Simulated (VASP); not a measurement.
Input of a VASP 6.6.1 run:

The input POSCAR:

```
Pt
1.0
   -1.5695518267      1.5695518267      1.5695518267
    1.5695518267     -1.5695518267      1.5695518267
    1.5695518267      1.5695518267     -1.5695518267
Pt
1
Direct
    0.0000000000      0.0000000000      0.0000000000
```

The input INCAR.step1:

```
PREC = Accurate
ENCUT = 520
ISMEAR = 0
SIGMA = 0.05
LREAL = F
LASPH = T
NELM = 80
NBANDS = 11
GGA = PE
ALGO = Normal
EDIFF = 1E-4
LWAVE = T
LCHARG = F
```

INCAR.step2

```
PREC = Accurate
ENCUT = 520
EDIFF = 1E-7
ISMEAR = 0
SIGMA = 0.05
LREAL = F
LASPH = T
NELM = 80
ALGO = Normal
ISIF = 2
LWAVE = F
LCHARG = F
METAGGA = R2SCAN
LMIXTAU = T
NBANDS = 11
ISTART = 1
```

The input KPOINTS:

```
Automatic mesh
0
Gamma
  18 18 18
```

Potentials or basis: VASP PAW PBE potentials, release 64 (Pt).

Launch:

```console
$ cat potpaw_PBE.64/Pt/POTCAR > POTCAR
$ cp INCAR.step1 INCAR
$ mpirun -np 1 vasp_std > vasp.out
$ cp INCAR.step2 INCAR
$ mpirun -np 1 vasp_std > vasp.out
```

Problem. Predict the band gap on the k mesh.

Solution. None (metal or under the smearing width).

Problem. Estimate the pressure.

Solution. 0.5 GPa.

Caveat: the PAW data sets were made with another functional, which shifts forces and pressure a little. Spin-orbit coupling is left out, which matters for the levels of Pt.
